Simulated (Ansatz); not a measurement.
Geometry optimisation, Ansatz, DFT PBE, scalar-relativistic, plane waves, PAW.

Input file:

```yaml
crystal:
  lattice:
    - [6.46, 0.0, 0.0]
    - [3.23, 5.594524, 0.0]
    - [0.0, 0.0, 17.14539]
  atoms:
    - { symbol: Zr, position: [0.0, 0.0, 0.0583247] }
    - { symbol: Zr, position: [0.5, 0.0, 0.0583247] }
    - { symbol: Zr, position: [0.0, 0.5, 0.0583247] }
    - { symbol: Zr, position: [0.5, 0.5, 0.0583247] }
    - { symbol: Zr, position: [-0.1666667, 0.3333333, 0.2083764] }
    - { symbol: Zr, position: [0.3333333, 0.3333333, 0.2083764] }
    - { symbol: Zr, position: [-0.1666667, 0.8333333, 0.2083764] }
    - { symbol: Zr, position: [0.3333333, 0.8333333, 0.2083764] }
    - { symbol: Zr, position: [0.0, 0.0, 0.3584281] }
    - { symbol: Zr, position: [0.5, 0.0, 0.3584281] }
    - { symbol: Zr, position: [0.0, 0.5, 0.3584281] }
    - { symbol: Zr, position: [0.5, 0.5, 0.3584281] }
    - { symbol: O, position: [0.3135044, 0.3468612, 0.4593299] }
basis:
  ecutwfc: 420.0
kpoints:
  mp_grid: { grid: [3, 3, 1] }
hamiltonian:
  xc: pbe
scf:
  occupations: { method: gaussian, width: 0.15 }
  lower_state_search: "off"
relax:
  f_tol: 0.03
  max_steps: 60
  adjacent_minimum: "off"
  constraints: [{ sites: [0, 1, 2, 3] }]
output:
  write_density: true
  write_potential: true
  elf: true
  volumetric_format: npy
```

Run as:

```bash
$ ansatz run input.yaml --threads 4 --pin off --max-ram 10240MiB --backend cpu --events-out ev --progress --plain --runs-dir out
```

Question: Where does it end, and by what steps?

Answer: The forces met the threshold. Limits of this set-up: coarse k mesh, thin slab, slab without dipole correction, a typed lattice constant that wasn't relaxed here. After 8 steps the energy has fallen by 2.355 eV; O13 moved furthest, 0.95 Å.

| step | energy less start (eV) | largest force component (eV/Å) | accepted |
| --- | --- | --- | --- |
| 0 | 0.0000 | 4.366 | yes |
| 1 | -1.2426 | 3.476 | yes |
| 2 | -1.9370 | 1.294 | yes |
| 3 | -2.1537 | 0.469 | yes |
| 4 | -2.2962 | 0.430 | yes |
| 5 | -2.3109 | 0.599 | yes |
| 6 | -2.3510 | 0.149 | yes |
| 7 | -2.3549 | 0.041 | yes |
| 8 | -2.3553 | 0.014 | yes |

```xyz
13
Lattice="6.4600 0.0000 0.0000 3.2300 5.5945 0.0000 0.0000 0.0000 17.1454" Properties=species:S:1:pos:R:3
Zr 0.000 0.000 1.000
Zr 3.230 0.000 1.000
Zr 1.615 2.797 1.000
Zr 4.845 2.797 1.000
Zr 0.001 1.881 3.456
Zr 3.231 1.864 3.387
Zr 1.601 4.653 3.456
Zr 4.859 4.654 3.455
Zr 0.000 0.000 5.910
Zr 3.230 -0.048 6.123
Zr 1.575 2.821 6.125
Zr 4.886 2.822 6.123
O 3.231 1.864 6.933
```

Whether the end is a true minimum wasn't checked by a vibrational analysis.

Run time: 52 s on 4 threads of Intel(R) Xeon(R) CPU @ 2.80GHz (Skylake/Cascade Lake) (shared host), peak memory 1.6 GiB.
